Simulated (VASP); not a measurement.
# Zn2SnO3 (I4/mmm) in VASP: notebook

The runs below take Zn2SnO3 through relaxation of cell and atoms, with PBE.

All numbers are computed with VASP 6.6.1; they aren't measurements. Logs are shortened: lines on timing, memory, paths and dates and some standing lists are left out, and cuts for length are marked.

## (1) The crystal as given

The structure is tetragonal, space group I4/mmm (No. 139). The conventional cell has a = 5.071 Å, b = 5.071 Å, c = 6.790 Å, α = 90.00°, β = 90.00°, γ = 90.00°. Zn (site symmetry -4m2) has 4 O at 2.54 Å as nearest neighbours. Around Sn (site symmetry 4/mmm) lie 2 O at 1.68 Å. O (site symmetry 4mm) has 1 Sn at 1.68 Å and 1 O at 1.71 Å as nearest neighbours. O (site symmetry 4/mmm) is surrounded by 2 O at 1.71 Å.

The cell was built by a generator and needn't be a form met in nature.

## (2) Relaxation of cell and atoms, PBE

INCAR

```
SYSTEM = Zn2SnO3
PREC = Normal ; ENCUT = 520
EDIFF = 1E-4 ; ISMEAR = 0
SIGMA = 0.15 ; LREAL = .False.
LASPH = .True. ; NELM = 60
ALGO = Fast ; ISIF = 3
LWAVE = .False. ; LCHARG = .False.
GGA = PE ; IBRION = 2
NSW = 24 ; EDIFFG = -0.08
```

KPOINTS

```
regular mesh
0
Gamma
  4 4 4
  0 0 0
```

POSCAR

```
Zn2SnO3
1.0
   -2.5356411100      2.5356411100      3.3949465100
    2.5356411100     -2.5356411100      3.3949465100
    2.5356411100      2.5356411100     -3.3949465100
Zn Sn O
2 1 3
Direct
    0.7500000000      0.2500000000      0.5000000000
    0.2500000000      0.7500000000      0.5000000000
    0.5000000000      0.5000000000      0.0000000000
    0.7475494600      0.7475494600      0.0000000000
    0.2524505400      0.2524505400      0.0000000000
    0.0000000000      0.0000000000      0.0000000000
```

Potentials or basis: VASP PAW PBE potentials, release 64 (Zn, Sn_d, O).

Started as:

```console
$ cat potpaw_PBE.64/Zn/POTCAR potpaw_PBE.64/Sn_d/POTCAR potpaw_PBE.64/O/POTCAR > POTCAR
$ mpirun -np 1 vasp_std > vasp.out
```

OUTCAR:

```text
SYSTEM = Zn2SnO3
   PREC = Normal
   ENCUT = 520
   EDIFF = 1E-4
   ISMEAR = 0
   LREAL = .False.
   LASPH = .True.
   NELM = 60
   ISIF = 3
   GGA = PE
   IBRION = 2
   NSW = 24
   EDIFFG = -0.08

 ion  position               nearest neighbor table
   1  0.750  0.250  0.500-   3 3.05   3 3.05   3 3.05   3 3.05
   2  0.250  0.750  0.500-   3 3.05   3 3.05   3 3.05   3 3.05
   3  0.500  0.500  0.000-   4 1.68   5 1.68   1 3.05   2 3.05   2 3.05   1 3.05   1 3.05   2 3.05
                             2 3.05   1 3.05
   4  0.748  0.748  0.000-   3 1.68   6 1.71
   5  0.252  0.252  0.000-   3 1.68   6 1.71
   6  0.000  0.000  0.000-   4 1.71   5 1.71

  LATTYP: Found a body centered tetragonal cell.
 ALAT       =     5.0712822200
 C/A-ratio  =     1.3388907825

  Lattice vectors:

 A1 = (  -2.5356411100,   2.5356411100,   3.3949465100)
 A2 = (   2.5356411100,  -2.5356411100,   3.3949465100)
 A3 = (   2.5356411100,   2.5356411100,  -3.3949465100)

Analysis of symmetry for initial positions (statically):
=====================================================================
 Subroutine PRICEL returns:
 Original cell was already a primitive cell.

 Routine SETGRP: Setting up the symmetry group for a
 body centered tetragonal supercell.

 Subroutine GETGRP returns: Found 16 space group operations
 (whereof 16 operations were pure point group operations)
 out of a pool of 16 trial point group operations.

The static configuration has the point symmetry D_4h.

Analysis of symmetry for dynamics (positions and initial velocities):
=====================================================================
 Subroutine PRICEL returns:
 Original cell was already a primitive cell.

 Routine SETGRP: Setting up the symmetry group for a
 body centered tetragonal supercell.

 Subroutine GETGRP returns: Found 16 space group operations
 (whereof 16 operations were pure point group operations)
 out of a pool of 16 trial point group operations.

The dynamic configuration has the point symmetry D_4h.

 Subroutine INISYM returns: Found 16 space group operations
 (whereof 16 operations are pure point group operations),
 and found     1 'primitive' translations

----------------------------------------------------------------------------------------

                                     Primitive cell

  volume of cell :      87.3109

  direct lattice vectors                    reciprocal lattice vectors
    -2.535641110  2.535641110  3.394946510     0.000000000  0.197188789  0.147277725
     2.535641110 -2.535641110  3.394946510     0.197188789  0.000000000  0.147277725
     2.535641110  2.535641110 -3.394946510     0.197188789  0.197188789  0.000000000

  length of vectors
     4.938077914  4.938077914  4.938077914     0.246118156  0.246118156  0.278867060

  position of ions in fractional coordinates (direct lattice)
     0.750000000  0.250000000  0.500000000
     0.250000000  0.750000000  0.500000000
     0.500000000  0.500000000  0.000000000
     0.747549460  0.747549460  0.000000000
     0.252450540  0.252450540  0.000000000
     0.000000000  0.000000000  0.000000000

  ion indices of the primitive-cell ions
   primitive index   ion index
                 1           1
                 2           2
                 3           3
                 4           4
                 5           5
                 6           6

----------------------------------------------------------------------------------------

 KPOINTS: regular mesh

Automatic generation of k-mesh.
 Grid dimensions read from file:
 generate k-points for:    4    4    4

 Generating k-lattice:

  Cartesian coordinates                     Fractional coordinates (reciprocal lattice)
     0.000000000  0.049297197  0.036819431     0.250000000  0.000000000  0.000000000
     0.049297197  0.000000000  0.036819431     0.000000000  0.250000000  0.000000000
     0.049297197  0.049297197  0.000000000     0.000000000  0.000000000  0.250000000

  Length of vectors
     0.061529539  0.061529539  0.069716765

  Shift w.r.t. Gamma in fractional coordinates (k-lattice)
     0.000000000  0.000000000  0.000000000

 Subroutine IBZKPT returns following result:
 ===========================================

 Found     13 irreducible k-points:

 Following reciprocal coordinates:
            Coordinates               Weight
  0.000000  0.000000  0.000000      1.000000
  0.250000  0.000000  0.000000      8.000000
  0.500000  0.000000  0.000000      4.000000
  0.250000  0.250000  0.000000      8.000000
  0.500000  0.250000 -0.000000     16.000000
 -0.250000  0.250000  0.000000      4.000000
  0.500000  0.500000  0.000000      2.000000
  0.250000  0.250000  0.250000      2.000000
 -0.250000  0.250000  0.250000      4.000000
  0.500000  0.500000  0.250000      4.000000
 -0.250000  0.500000  0.250000      8.000000
 -0.250000 -0.250000  0.250000      2.000000
  0.500000  0.500000  0.500000      1.000000
   k-points           NKPTS =     13   k-points in BZ     NKDIM =     13   number of bands    NBANDS=     33
   number of dos      NEDOS =    301   number of ions     NIONS =      6
   total plane-waves  NPLWV =  21952
   dimension x,y,z NGX =    28 NGY =   28 NGZ =   28
   dimension x,y,z NGXF=    56 NGYF=   56 NGZF=   56
   ions per type =               2   1   3
   NGX,Y,Z   is equivalent  to a cutoff of   9.43,  9.43,  9.43 a.u.
   NGXF,Y,Z  is equivalent  to a cutoff of  18.85, 18.85, 18.85 a.u.
 SYSTEM =  Zn2SnO3
   PREC   = normal    normal or accurate (medium, high low for compatibility)
   ISTART =      0    job   : 0-new  1-cont  2-samecut
   ICHARG =      2    charge: 1-file 2-atom 10-const
   ISPIN  =      1    spin polarized calculation?
   LNONCOLLINEAR =      F non collinear calculations
   LSORBIT =      F    spin-orbit coupling
   LASPH  =      T    aspherical Exc in radial PAW
   ENCUT  =  520.0 eV  38.22 Ry    6.18 a.u.   9.18  9.18  9.18*2*pi/ulx,y,z
   NELM   =     60;   NELMIN=  2; NELMDL= -5     # of ELM steps
   EDIFF  = 0.1E-03   stopping-criterion for ELM
   LREAL  =      F    real-space projection
   EDIFFG = -.8E-01   stopping-criterion for IOM
   NSW    =     24    number of steps for IOM
   IBRION =      2    ionic relax: 0-MD 1-quasi-New 2-CG
   NFREE  =      1    steps in history (QN), initial steepest desc. (CG)
   ISIF   =      3    stress and relaxation
   ISYM   =      2    0-nonsym 1-usesym 2-fastsym
   POTIM  = 0.5000    time-step for ionic-motion
   TEBEG  =    0.0;   TEEND  =   0.0 temperature during run
   PSTRESS=    0.0 pullay stress
   NELECT =      56.0000    total number of electrons
   NUPDOWN=      -1.0000    fix difference up-down
   EMIN   =  10.00;   EMAX   =-10.00  energy-range for DOS
   EFERMI =   0.00;   METHOD = LEGACY
   ISMEAR =     0;   SIGMA  =   0.15  broadening in eV -4-tet -1-fermi 0-gaus
   EFERMI_NEDOS =   21; number of points for ismear=-14 and -15
   IALGO  =     68    algorithm
   IMIX   =      4    mixing-type and parameters
     AMIX     =   0.40;   BMIX     =  1.00
     AMIX_MAG =   1.60;   BMIX_MAG =  1.00
  volume/ion in A,a.u.               =      14.55        98.20
  Fermi-wavevector in a.u.,A,eV,Ry     =   1.411827  2.667965 27.119869  1.993254
  Thomas-Fermi vector in A             =   2.533638
   LORBIT       =      0    0 simple, 1 ext, 2 COOP (PROOUT), +10 PAW based schemes
   GGA     = PE    functional components
   LHFCALC =     F    Hartree Fock is set to
   AEXX    =    0.0000 exact exchange contribution
   IVDW    =     0    specifies the selected vdW correction
   LEPSILON=     F    determine dielectric tensor
   LRPA    =     F    only Hartree local field effects (RPA)
 conjugate gradient relaxation of ions
 non-spin polarized calculation
 RMM-DIIS sequential band-by-band and
 Gauss-broadening in eV      SIGMA  =   0.15
  energy-cutoff  :      520.00
  volume of cell :       87.31
 maximum number of plane-waves:      2384
   NGX = 19   NGY = 19   NGZ = 19

--------------------------------------- Ionic step        1  -------------------------------------------

 number of electron      56.0000038 magnetization

 Free energy of the ion-electron system (eV)
  ---------------------------------------------------
  ext. energy  EPLUGINS =         0.00000000
  ---------------------------------------------------
  free energy    TOTEN  =       -15.60260560 eV

  energy without entropy =      -15.59229883  energy(sigma->0) =      -15.59745222

------------------------ aborting loop because EDIFF is reached ----------------------------------------

  FORCE on cell =-STRESS in cart. coord.  units (eV):
  Direction    XX          YY          ZZ          XY          YZ          ZX
  --------------------------------------------------------------------------------------
  -------------------------------------------------------------------------------------
  Total        2.1905047      2.1905047     45.2676185      0.0000000      0.0000000      0.0000000
  in kB       40.1963178     40.1963178    830.6723095      0.0000000      0.0000000      0.0000000
  external PRESSURE =     303.6883151 kB  Pullay stress =       0.0000000 kB
[... 101 lines left out ...]
  FREE ENERGIE OF THE ION-ELECTRON SYSTEM (eV)
  ---------------------------------------------------
  free  energy   TOTEN  =       -18.9988299800 eV

  energy  without entropy=      -18.9543944927  energy(sigma->0) =      -18.97661224

 E-fermi :   2.7561     XC(G=0):  -9.9852

 val. band max:        2.7482010376   @ k =   0.2500   0.2500   0.2500
 cond. band min:       2.8295864454   @ k =   0.5000   0.5000   0.0000
 fundamental gap:      0.0813854078
 Fermi energy:         2.7560674582

 k-point     1 :       0.0000    0.0000    0.0000
  band No.  band energies     occupation
      1     -18.9619      2.00000
      2     -18.8185      2.00000
      3     -18.8059      2.00000
      4     -18.7294      2.00000
      5     -18.7294      2.00000
      6     -17.0758      2.00000
[... 457 lines left out ...]
     32       6.0336      0.00000
     33       7.0372      0.00000

 E-fermi :   4.7702     XC(G=0): -10.8459

 val. band max:        4.7257615730   @ k =  -0.2500  -0.2500   0.2500
 cond. band min:       4.7824240902   @ k =   0.2500   0.2500   0.0000
 fundamental gap:      0.0566625172
 Fermi energy:         4.7701821911

 k-point     1 :       0.0000    0.0000    0.0000
  band No.  band energies     occupation
      1     -17.3136      2.00000
      2     -17.2126      2.00000
      3     -17.1735      2.00000
      4     -17.1735      2.00000
      5     -17.1689      2.00000
      6     -15.0264      2.00000
[... 457 lines left out ...]
     32       7.9033      0.00000
     33      10.5828      0.00000

[... ionic steps 4 to 13 ...]

--------------------------------------- Ionic step       14  -------------------------------------------

 number of electron      55.9999988 magnetization

------------------------ aborting loop because EDIFF is reached ----------------------------------------

  FORCE on cell =-STRESS in cart. coord.  units (eV):
  Direction    XX          YY          ZZ          XY          YZ          ZX
  --------------------------------------------------------------------------------------
  -------------------------------------------------------------------------------------
  Total       -1.3029330     -1.3029330     -0.4185425      0.0000000     -0.0000000      0.0000000
  in kB      -26.2948975    -26.2948975     -8.4467359      0.0000000     -0.0000000      0.0000000
  external PRESSURE =     -20.3455103 kB  Pullay stress =       0.0000000 kB
[... 65 lines left out ...]
  energy  without entropy=      -23.5980354462  energy(sigma->0) =      -23.60044879

--------------------------------------- Ionic step       16  -------------------------------------------

 number of electron      55.9999953 magnetization

 Free energy of the ion-electron system (eV)
  ---------------------------------------------------
  ext. energy  EPLUGINS =         0.00000000
  ---------------------------------------------------
  free energy    TOTEN  =       -23.62563867 eV

  energy without entropy =      -23.61897409  energy(sigma->0) =      -23.62230638

 E-fermi :   5.3521     XC(G=0): -11.1296

 val. band max:        5.2398660646   @ k =   0.5000   0.0000   0.0000
 cond. band min:       5.4890845854   @ k =   0.5000   0.0000   0.0000
 fundamental gap:      0.2492185208
 Fermi energy:         5.3520720987

 k-point     1 :       0.0000    0.0000    0.0000
  band No.  band energies     occupation
      1     -16.7742      2.00000
      2     -16.3534      2.00000
      3     -16.3518      2.00000
      4     -16.3518      2.00000
      5     -16.2929      2.00000
      6     -15.1433      2.00000
[... 490 lines left out ...]
  FREE ENERGIE OF THE ION-ELECTRON SYSTEM (eV)
  ---------------------------------------------------
  free  energy   TOTEN  =       -23.6256386656 eV

  energy  without entropy=      -23.6189740920  energy(sigma->0) =      -23.62230638

 reached required accuracy - stopping structural energy minimisation
```

It took 6.7 min on 1 thread of Intel Xeon Platinum 8259CL at 2.50GHz (Skylake/Cascade Lake), shared host; peak memory 0.18 GiB.

What came out:

```
Free energy                            : -23.6256 eV
Relaxed volume                         : 13.06 Å³/atom
Relaxed cell                           : a = 5.666 Å, b = 5.666 Å, c = 5.666 Å, α = 138.73°, β = 138.73°, γ = 59.78°
Space group after relaxing (to 0.05 Å) : I4/mmm (No. 139)
Energy gained by relaxing              : 1337.2 meV/atom
Ionic steps                            : 16
Pressure after relaxing                : -0.2 GPa
Largest force after relaxing           : 0.023 eV/Å
Band gap on the k mesh                 : 0.25 eV, direct
```

Forces on the atoms (eV/Å):
```
Zn   0.000  0.000  0.000
Zn   0.000  0.000  0.000
Sn   0.000  0.000  0.000
O    0.000  0.000  0.023
O    0.000  0.000 -0.023
O    0.000  0.000  0.000
```

The path:
```
step  energy change (eV)  largest force (eV/Å)  pressure (GPa)  volume (Å³)
   1              0.0000                9.6727           30.37        87.31
   2             -1.3477                1.3250          -14.89       123.32
   3             -3.3962                2.0687           -5.21       102.25
   4             -3.4162                2.0117           -4.46       101.60
   5             -3.4428                1.8399           -3.40       100.11
   6             -4.2642                0.8393           -6.15        97.01
   7             -6.0869                0.9992           -7.49        88.07
   8             -3.3351                2.6957           52.83        65.60
   9             -7.1427                1.1873           -6.00        83.80
  10             -7.7228                1.0891            7.02        75.02
  11             -7.8712                1.1691           -0.39        78.43
  12             -7.8881                1.1374            1.50        77.57
  13             -8.0122                0.0630           -2.02        79.52
  14             -8.0129                0.1345           -2.03        79.39
  15             -8.0003                0.2778            3.38        76.72
  16             -8.0230                0.0233           -0.22        78.34
```

Final structure:
```
Zn Sn O
1.0
    -1.99668    1.99668    4.91261
     1.99668   -1.99668    4.91261
     1.99668    1.99668   -4.91261
Zn Sn O
2 1 3
Direct
  0.75000 0.25000 0.50000
  0.25000 0.75000 0.50000
  0.50000 0.50000 0.00000
  0.72795 0.72795 0.00000
  0.27205 0.27205 0.00000
  0.00000 0.00000 0.00000
```

Levels at points of the mesh, in eV from the valence-band top:
| k point | band 24 | band 25 | band 26 | band 27 | band 28 | band 29 | band 30 | band 31 | band 32 | band 33 |
| --- | --- | --- | --- | --- | --- | --- | --- | --- | --- | --- |
| (0.00, 0.00, 0.00) | -4.52 | -3.21 | -2.46 | -2.46 | -1.04 | 1.67 | 1.68 | 4.00 | 4.23 | 4.23 |
| (0.50, 0.00, 0.00) | -4.58 | -2.93 | -1.92 | -1.31 | 0.00 | 0.25 | 2.27 | 3.16 | 3.92 | 4.94 |
| (0.50, 0.50, 0.00) | -3.12 | -2.24 | -2.07 | -1.72 | -1.29 | 2.22 | 2.99 | 4.48 | 4.87 | 5.96 |
| (0.50, 0.50, 0.50) | -4.45 | -2.57 | -2.33 | -2.33 | -2.09 | 0.67 | 1.14 | 4.41 | 4.41 | 5.75 |

Caveat: the k mesh is coarse (spacing up to 0.44 Å⁻¹), so the values aren't converged; spin-orbit coupling is left out, which moves the levels of the heavy elements; the relaxation stopped at a loose force limit of 0.08 eV/Å, so its end isn't a converged minimum. Expect the measured gap to be larger: semilocal functionals such as PBE lack the derivative discontinuity.

(Part 1 of 2 ends here.)
